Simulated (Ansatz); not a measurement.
# Cu under changes of volume

One of the cells (11.810 Å³/atom); the others are scaled copies at fixed shape and fractional positions:

```xyz
1
Lattice="0.0000 1.8075 1.8075 1.8075 0.0000 1.8075 1.8075 1.8075 0.0000" Properties=species:S:1:pos:R:3 pbc="T T T"
Cu    0.0000    0.0000    0.0000
```

| Item | Value |
| --- | --- |
| Program | Ansatz 0.2.0 |
| Functional | LDA |
| Potentials or basis | all-electron LAPW, scalar-relativistic |
| Cutoff | 295 eV (chosen from the basis error) |
| Basis error allowed | 0.001 eV/atom |
| k mesh | 13 × 13 × 13 |
| Occupations | fermi-dirac, width 0.05 eV |
| Spin | no spin polarisation |

```tsv
volume (Å³/atom)	energy over the lowest point (meV/atom)	pressure (GPa)
11.102	0.00	-3.6
11.338	7.94	-7.1
11.574	?	?
11.810	37.41	-12.7
12.047	57.85	-15.0
12.283	81.43	-17.0
12.519	107.82	-18.7
```

What does the run at 11.574 Å³/atom give?

Energy over the lowest point 20.60 meV/atom; pressure -10.1 GPa.

Worked out: A Birch-Murnaghan fit of order 3 (a polynomial in V^(-2/3)) to the other rows has its minimum at 10.88 Å³/atom, just outside them, with B0 = V·E''(V) = 188 GPa and B' = 4.9. It gives 20.61 meV/atom at 11.574 Å³/atom, against the run's 20.60, and -dE/dV = -10.0 GPa, against -10.1.

Energies are extrapolated to zero smearing.
